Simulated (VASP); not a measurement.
# InSe: input slips in a band-gap run and what they do, part 2 of 2

Some runs for the gap of InSe get a fault in the input on purpose. Which of them show, and how? The starting structure is a computed structure from the Materials Project. Cell and atoms stay as given unless a step says otherwise.

VASP 6.6.1.

Results so far: reference 0.511 eV.

**5. Bands with one electron missing**

Level of this step: LDA; plane waves and PAW (In_d, Se) (VASP).

A slip made on purpose: one electron missing. Against step 2 the input has NELECT = 75 (also changed: NELM).

INCAR

```
SYSTEM = InSe
PREC = Accurate
ENCUT = 350
EDIFF = 1E-06
NELM = 60
ISMEAR = 0
SIGMA = 0.03
LREAL = .FALSE.
ALGO = Normal
GGA = CA
NBANDS = 59
LORBIT = 11
LWAVE = .FALSE.
LCHARG = .FALSE.
KPAR = 4
NELECT = 75
```

POSCAR

```
InSe
1.0
    4.0473293151      0.0000000000      0.0000000000
   -2.0236646576      3.5050900044      0.0000000000
    0.0000000000      0.0000000000     18.0520649100
In Se
4 4
Direct
    0.3333333333      0.6666666667      0.0773904900
    0.3333333333      0.6666666667      0.9226095100
    0.0000000000      0.0000000000      0.4226063200
    0.0000000000      0.0000000000      0.5773936800
    0.3333333333      0.6666666667      0.3529842800
    0.3333333333      0.6666666667      0.6470157200
    0.6666666667      0.3333333333      0.1469999300
    0.6666666667      0.3333333333      0.8530000700
```

KPOINTS

```
Automatic mesh
0
Gamma
6 6 2
0 0 0
```

KPOINTS_OPT

```
Line mode
8
Line-mode
Reciprocal
  0.00000000   0.00000000   0.00000000 GAMMA
  0.50000000   0.00000000   0.00000000 M

  0.50000000   0.00000000   0.00000000 M
  0.33333333   0.33333333   0.00000000 K

  0.33333333   0.33333333   0.00000000 K
  0.00000000   0.00000000   0.00000000 GAMMA

  0.00000000   0.00000000   0.00000000 GAMMA
  0.00000000   0.00000000   0.50000000 A

  0.00000000   0.00000000   0.50000000 A
  0.50000000   0.00000000   0.50000000 L

  0.50000000   0.00000000   0.50000000 L
  0.33333333   0.33333333   0.50000000 H

  0.33333333   0.33333333   0.50000000 H
  0.00000000   0.00000000   0.50000000 A

  0.50000000   0.00000000   0.50000000 L
  0.50000000   0.00000000   0.00000000 M

  0.33333333   0.33333333   0.00000000 K
  0.33333333   0.33333333   0.50000000 H
```

The projector-augmented-wave data sets are In_d and Se (LDA family, release 64).

Run with:

```bash
$ mpirun -np 4 vasp_std
```

Log:

```text
[... set-up lines as in an earlier step ...]
 entering main loop
       N       E                     dE             d eps       ncg     rms          rms(c)
DAV:   1     0.651729246392E+03    0.65173E+03   -0.25647E+04  1660   0.104E+03
DAV:   2     0.603469421673E+02   -0.59138E+03   -0.55975E+03  1668   0.309E+02
DAV:   3    -0.302289213261E+02   -0.90576E+02   -0.87844E+02  2004   0.142E+02
DAV:   4    -0.359545659356E+02   -0.57256E+01   -0.56779E+01  2016   0.368E+01
DAV:   5    -0.361726186025E+02   -0.21805E+00   -0.21793E+00  2128   0.694E+00BRMIX: very serious problems
 the old and the new charge density differ
 old charge density:    76.00000 new   75.00000
BRMIX: very serious problems
 the old and the new charge density differ
 old charge density:    76.00000 new   75.00000
BRMIX: very serious problems
 the old and the new charge density differ
 old charge density:    76.00000 new   75.00000
BRMIX: very serious problems
 the old and the new charge density differ
 old charge density:    76.00000 new   75.00000
    0.971E+00
[...]
DAV:  23    -0.355101861682E+02   -0.11467E-07   -0.48276E-07   925   0.311E-03
   1 F= -.35510186E+02 E0= -.35508994E+02  d E =-.238413E-02
 Start KPOINTS_OPT (optional k-point list driver)
k-point batch [1-14\72]
       N       E                     dE             ncg
DAV:   1     0.204028009306E+04   -0.15989E+05     1660
DAV:   2    -0.614252927340E+04   -0.81828E+04     1692
DAV:   3    -0.742797464261E+04   -0.12854E+04     1984
DAV:   4    -0.750734738854E+04   -0.79373E+02     1992
[...]
DAV:   8    -0.751048073867E+04   -0.81039E-04     2448
DAV:   9    -0.751048074098E+04   -0.23088E-05     1648
DAV:  10    -0.751048074127E+04   -0.28634E-06     1224
[...]
k-point batch [71-72\72]
       N       E                     dE             ncg
DAV:   1     0.231637837031E+05   -0.36939E+04      236
DAV:   2     0.219834217615E+05   -0.11804E+04      244
DAV:   3     0.218004750101E+05   -0.18295E+03      277
DAV:   4     0.217892909653E+05   -0.11184E+02      304
DAV:   5     0.217888600966E+05   -0.43087E+00      320
DAV:   6     0.217888395604E+05   -0.20536E-01      376
DAV:   7     0.217888393031E+05   -0.25723E-03      352
DAV:   8     0.217888392897E+05   -0.13430E-04      352
DAV:   9     0.217888392894E+05   -0.29152E-06      232
```

It took 1.8 min on 4 MPI ranks of AMD EPYC 9R45, shared host; peak memory 1.3 GiB; 7.2 min of CPU time.

From OUTCAR (step 5):

```text
  Total      -11.7041660    -11.7041660    -13.9394526      0.0000000     -0.0000000     -0.0000000
  in kB      -73.2245065    -73.2245065    -87.2090790      0.0000000     -0.0000000     -0.0000000
  external PRESSURE =     -77.8860307 kB  Pullay stress =       0.0000000 kB

 POSITION                                       TOTAL-FORCE (eV/Angst)
 -----------------------------------------------------------------------------------
     -0.00000      2.33673      1.39706         0.000000     -0.000000      0.554597
     -0.00000      2.33673     16.65501         0.000000     -0.000000     -0.554597
      0.00000      0.00000      7.62892         0.000000      0.000000     -0.553753
      0.00000      0.00000     10.42315        -0.000000     -0.000000      0.553753
     -0.00000      2.33673      6.37210        -0.000000      0.000000      0.510065
     -0.00000      2.33673     11.67997        -0.000000      0.000000     -0.510065
      2.02366      1.16836      2.65365        -0.000000      0.000000     -0.510008
      2.02366      1.16836     15.39841        -0.000000      0.000000      0.510008
 -----------------------------------------------------------------------------------
    total drift:                                0.000000     -0.000000     -0.000000

  FREE ENERGIE OF THE ION-ELECTRON SYSTEM (eV)
  ---------------------------------------------------
  free  energy   TOTEN  =       -35.5101861682 eV

  energy  without entropy=      -35.5078020414  energy(sigma->0) =      -35.50899410

[... 2 parts as in an earlier step ...]

[... 1 further part left out ...]
[key lines of the parts left out:]
E-fermi :   2.1763
```

With one electron missing there is no gap to read, since by its occupations the run counts as a metal (its levels may still leave one).

**6. Bands with a cutoff far too low**

A slip made on purpose: a cutoff far too low. Against step 2 the input has ENCUT = 110 (also changed: NELM).

Edit INCAR of step 5 so:

```diff
@@ -2,3 +2,3 @@
 PREC = Accurate
-ENCUT = 350
+ENCUT = 110
 EDIFF = 1E-06
@@ -15,2 +15 @@
 KPAR = 4
-NELECT = 75
```

POSCAR is that of step 5.

KPOINTS is that of step 5.

KPOINTS_OPT is that of step 5.

Run with:

```bash
$ mpirun -np 4 vasp_std
```

Log:

```text
[... set-up lines as in an earlier step ...]
 entering main loop
       N       E                     dE             d eps       ncg     rms          rms(c)
DAV:   1     0.334991063087E+03    0.33499E+03   -0.15703E+04  2199   0.326E+02
DAV:   2     0.149216731715E+03   -0.18577E+03   -0.18095E+03  1946   0.122E+02
DAV:   3     0.144104540378E+03   -0.51122E+01   -0.50797E+01  1901   0.196E+01
DAV:   4     0.144076239166E+03   -0.28301E-01   -0.28293E-01  1864   0.154E+00
[...]
DAV:  15     0.195239746579E+03    0.37198E-04   -0.25582E-05  1810   0.180E-02    0.349E-01
DAV:  16     0.195239760942E+03    0.14363E-04   -0.54130E-05  1796   0.263E-02    0.874E-02
DAV:  17     0.195239761709E+03    0.76673E-06   -0.26044E-06  1440   0.419E-03
   1 F= 0.19523976E+03 E0= 0.19523982E+03  d E =-.123838E-03
 Start KPOINTS_OPT (optional k-point list driver)
k-point batch [1-14\72]
       N       E                     dE             ncg
DAV:   1    -0.524138983565E+04   -0.15608E+05     2356
DAV:   2    -0.798118843003E+04   -0.27398E+04     1972
DAV:   3    -0.808287980143E+04   -0.10169E+03     1896
DAV:   4    -0.808412582797E+04   -0.12460E+01     1864
DAV:   5    -0.808414763008E+04   -0.21802E-01     1866
DAV:   6    -0.808414812590E+04   -0.49582E-03     1880
DAV:   7    -0.808414813826E+04   -0.12364E-04     1570
DAV:   8    -0.808414813857E+04   -0.30593E-06     1336
[...]
k-point batch [71-72\72]
       N       E                     dE             ncg
DAV:   1     0.123785109207E+05   -0.30231E+04      327
DAV:   2     0.120103354764E+05   -0.36818E+03      272
DAV:   3     0.119996403389E+05   -0.10695E+02      296
DAV:   4     0.119995312073E+05   -0.10913E+00      272
DAV:   5     0.119995294159E+05   -0.17915E-02      282
DAV:   6     0.119995293759E+05   -0.39955E-04      272
DAV:   7     0.119995293749E+05   -0.99426E-06      237
```

The job ended after 12 s (4 MPI ranks; peak memory 0.52 GiB; 47 s of CPU time).

OUTCAR, selected parts (step 6):

```text
  Total    -1253.8637479  -1253.8637480  -1255.2372537      0.0000000      0.0000000     -0.0000000
  in kB    -7844.5191054  -7844.5191056  -7853.1121379      0.0000001      0.0000000     -0.0000000
  external PRESSURE =   -7847.3834496 kB  Pullay stress =       0.0000000 kB

 POSITION                                       TOTAL-FORCE (eV/Angst)
 -----------------------------------------------------------------------------------
     -0.00000      2.33673      1.39706         0.000000      0.000000     -2.026874
     -0.00000      2.33673     16.65501         0.000000     -0.000000      2.026874
      0.00000      0.00000      7.62892         0.000000      0.000000      2.032035
      0.00000      0.00000     10.42315        -0.000000     -0.000000     -2.032035
     -0.00000      2.33673      6.37210        -0.000000      0.000000      1.269063
     -0.00000      2.33673     11.67997        -0.000000      0.000000     -1.269063
      2.02366      1.16836      2.65365        -0.000000     -0.000000     -1.270719
      2.02366      1.16836     15.39841         0.000000      0.000000      1.270719
 -----------------------------------------------------------------------------------
    total drift:                                0.000049     -0.000029     -0.000000

  FREE ENERGIE OF THE ION-ELECTRON SYSTEM (eV)
  ---------------------------------------------------
  free  energy   TOTEN  =       195.2397617086 eV

  energy  without entropy=      195.2398855471  energy(sigma->0) =      195.23982363

[... 1 part as in an earlier step ...]

[... 2 further parts left out ...]
[key lines of the parts left out:]
E-fermi :   2.7071
```

With a cutoff far too low the gap is 0.030 eV, -0.481 eV from the reference.

**7. The runs compared**

```
                                   run            ended  gap (eV)  change (eV)  core minutes
                             reference        converged     0.511            -           8.0
a fixed density without a density file  stopped by VASP         -            -          0.32
              too few electronic steps    not converged         -            -           2.4
                  one electron missing        converged      none            -          7.27
                  a cutoff far too low        converged      0.03       -0.481         0.813
```

Core minutes are wall time times ranks of the run shown, on a shared host.

**8. Results**

```
reference gap                                   : 0.511 eV
gap with one electron missing                   : none to read from the occupations
gap with a cutoff far too low                   : 0.030 eV
run with a fixed density without a density file : stopped by VASP
run with too few electronic steps               : not converged
```

**Reading.** VASP stopped by itself in the run with a fixed density without a density file. The run with too few electronic steps didn't converge. Finished, but with signs in the output that stand out against the reference: one electron missing, with no gap to read, since by its occupations the run counts as a metal (its levels may still leave one) (signs: a warning on the charge density, a stress of up to 8.7 GPa and forces of up to 0.55 eV/Å); a cutoff far too low, with the gap changed by -0.48 eV (signs: a stress of up to 785.3 GPa and forces of up to 2.03 eV/Å). Further runs on this material are not shown.

[Lines on the potential files, build, host, timing and source positions are cut from VASP's logs without a mark.]

[Logs are printed without paths, hosts, clocks, repeated set-up lines and the standing remarks that a program may print on its own settings, such as how far it seeks lower states.]

[Hosts, paths, dates, database ids (printed as entryN), source tags and the programs' standing remarks are cut or masked in the printed files.]
